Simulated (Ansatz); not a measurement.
CdS (rocksalt) was relaxed with r2SCAN, strained in 3 ways (changes of length per length), its atoms relaxed again with r2SCAN, and run with PBE in the PAW code Ansatz. Note: simulated data, non-magnetic, for a generated structure that need not be the stable one.

Uniaxial +3.35 % along x, other directions held. Input:
```yaml
crystal:
  lattice:
    - [0.0, 2.7267765431, 2.7267765431]
    - [2.8181235573, 0.0, 2.7267765431]
    - [2.8181235573, 2.7267765431, 0.0]
  atoms:
    - { symbol: Cd, position: [0.0, 0.0, 0.0] }
    - { symbol: S, position: [0.5, 0.5, 0.5] }
kpoints:
  mp_grid: { grid: [8, 8, 8] }
  band_path:
    path:
      - [0.0, 0.0, 0.0]
      - [0.5, 0.0, 0.5]
      - [0.625, 0.25, 0.625]
      - [0.375, 0.375, 0.75]
      - [0.5, 0.5, 0.5]
      - [0.5, 0.25, 0.75]
      - [0.0, 0.210937, -0.208333]
    npoints: 1
hamiltonian:
  xc: pbe
scf:
  occupations: { method: fermi_dirac, width: 0.02 }
  n_extra_bands: 4
output:
  forces: true
  stress: true
  eigenvalues: true
```

Main results, then levels in eV from the Fermi energy at the points of the path (names of the unstrained zone, bands numbered from 0):
```
Crystal: 2 atoms, lattice volume = 41.907 Å³
Basis set: ecut = 420 eV, 853 PW (Γ)
Symmetry: 16 space group operations
Space group: I4/mmm (ITA 139)
k-points: 59 of 512
Free energy (F): -9157.551383 eV
Fermi energy:    9.471630 eV
--- Stress (GPa, compression-positive) ---
       -1.941568       0.000000       0.000000
        0.000000       0.109062       0.000000
        0.000000       0.000000       0.109062
  P = ⅓ Tr σ = -0.5745 GPa (-5.745 kbar)
```
```tsv
point	band_9	band_10	band_11	band_12	band_13	band_14	band_15
Γ	-7.716	-0.933	-0.933	-0.756	0.668	8.903	9.077
X	-6.807	-4.245	-2.389	-2.088	0.058	5.850	9.606
U	-7.083	-3.683	-3.549	-1.536	1.861	6.331	8.464
K	-7.083	-3.683	-3.549	-1.536	1.861	6.331	8.464
L	-7.531	-4.890	-0.243	-0.081	3.348	5.601	5.888
W	-6.944	-3.339	-3.339	-2.801	2.876	6.343	7.452
(0,0.211,-0.208)	-7.534	-3.868	-1.837	-0.076	4.533	5.274	6.632
```

With PBE the valence top lies at Γ–K (0.56 of the way from Γ) and the conduction bottom at X, 0.13 eV higher; the smallest vertical gap, at Γ, is 1.42 eV. The mean pressure at these positions is -0.57 GPa, compression counted positive.

**Question.** Uniaxial -0.31 % along z, other directions held gives these blocks instead:
```yaml
crystal:
  lattice:
    - [0.0, 2.7267765431, 2.7183235359]
    - [2.7267765431, 0.0, 2.7183235359]
    - [2.7267765431, 2.7267765431, 0.0]
  atoms:
    - { symbol: Cd, position: [0.0, 0.0, 0.0] }
    - { symbol: S, position: [0.5, 0.5, 0.5] }
kpoints:
  mp_grid: { grid: [8, 8, 8] }
  band_path:
    path:
      - [0.0, 0.0, 0.0]
      - [0.5, 0.0, 0.5]
      - [0.625, 0.25, 0.625]
      - [0.375, 0.375, 0.75]
      - [0.5, 0.5, 0.5]
      - [0.5, 0.25, 0.75]
      - [0.0, 0.0, 0.5]
      - [0.5, 0.5, 0.0]
    npoints: 1
```
What comes out?

**Answer.**
```
Crystal: 2 atoms, lattice volume = 40.423 Å³
Basis set: ecut = 420 eV, 765 PW (Γ)
Symmetry: 16 space group operations
Space group: I4/mmm (ITA 139)
k-points: 59 of 512
Free energy (F): -9157.551878 eV
Fermi energy:    10.054444 eV
--- Stress (GPa, compression-positive) ---
        1.892374       0.000000       0.000000
        0.000000       1.892374       0.000000
        0.000000       0.000000       2.150509
  P = ⅓ Tr σ = 1.9784 GPa (19.784 kbar)
```
```tsv
point	band_9	band_10	band_11	band_12	band_13	band_14	band_15
Γ	-7.783	-0.945	-0.928	-0.928	0.833	9.027	9.027
X	-6.801	-4.463	-2.350	-2.321	0.119	5.868	9.751
U	-7.099	-3.848	-3.717	-1.573	1.993	6.442	8.500
K	-7.092	-3.854	-3.710	-1.587	1.968	6.429	8.526
L	-7.572	-5.048	-0.154	-0.138	3.340	5.708	5.738
W	-6.988	-3.418	-3.415	-3.039	3.296	6.591	7.476
(0,0,1/2)	-7.572	-5.048	-0.154	-0.138	3.340	5.708	5.738
(1/2,1/2,0)	-6.793	-4.464	-2.345	-2.345	0.104	5.850	9.778
```
PBE gives an indirect gap of 0.24 eV, from L to X; the least direct gap is 1.76 eV at Γ. The mean pressure is +1.98 GPa (compression positive), so PBE would enlarge the cell's volume.

Epitaxial -1.13 % in the xy plane, free normal strain +0.93 %. These blocks change:
```yaml
crystal:
  lattice:
    - [0.0, 2.6959639682, 2.7522363754]
    - [2.6959639682, 0.0, 2.7522363754]
    - [2.6959639682, 2.6959639682, 0.0]
  atoms:
    - { symbol: Cd, position: [0.0, 0.0, 0.0] }
    - { symbol: S, position: [0.5, 0.5, 0.5] }
kpoints:
  mp_grid: { grid: [8, 8, 8] }
  band_path:
    path:
      - [0.0, 0.0, 0.0]
      - [0.5, 0.0, 0.5]
      - [0.625, 0.25, 0.625]
      - [0.375, 0.375, 0.75]
      - [0.5, 0.5, 0.5]
      - [0.5, 0.25, 0.75]
      - [0.0, 0.0, 0.5]
      - [0.0, 0.5, 0.5]
    npoints: 1
```

```
Crystal: 2 atoms, lattice volume = 40.008 Å³
Basis set: ecut = 420 eV, 773 PW (Γ)
Symmetry: 16 space group operations
Space group: I4/mmm (ITA 139)
k-points: 59 of 512
Free energy (F): -9157.542614 eV
Fermi energy:    10.236369 eV
--- Stress (GPa, compression-positive) ---
        3.502055       0.000000       0.000000
        0.000000       3.502055       0.000000
        0.000000       0.000000       1.707824
  P = ⅓ Tr σ = 2.9040 GPa (29.040 kbar)
```
```tsv
point	band_9	band_10	band_11	band_12	band_13	band_14	band_15
Γ	-7.806	-1.003	-1.003	-0.888	0.878	8.959	9.065
X	-6.779	-4.545	-2.507	-2.314	0.076	5.804	9.879
U	-7.093	-3.930	-3.756	-1.642	1.935	6.399	8.591
K	-7.137	-3.891	-3.795	-1.549	2.101	6.498	8.418
L	-7.592	-5.103	-0.208	-0.096	3.319	5.615	5.810
W	-7.020	-3.449	-3.433	-3.126	3.443	6.680	7.409
(0,0,1/2)	-7.592	-5.103	-0.208	-0.096	3.319	5.615	5.810
(0,1/2,1/2)	-6.779	-4.545	-2.507	-2.314	0.076	5.804	9.879
```

The PBE gap is indirect, 0.17 eV (L to X), below the direct gap of 1.77 eV at Γ. The mean pressure at these positions is +2.90 GPa, compression counted positive.

Spin-orbit coupling is left out.
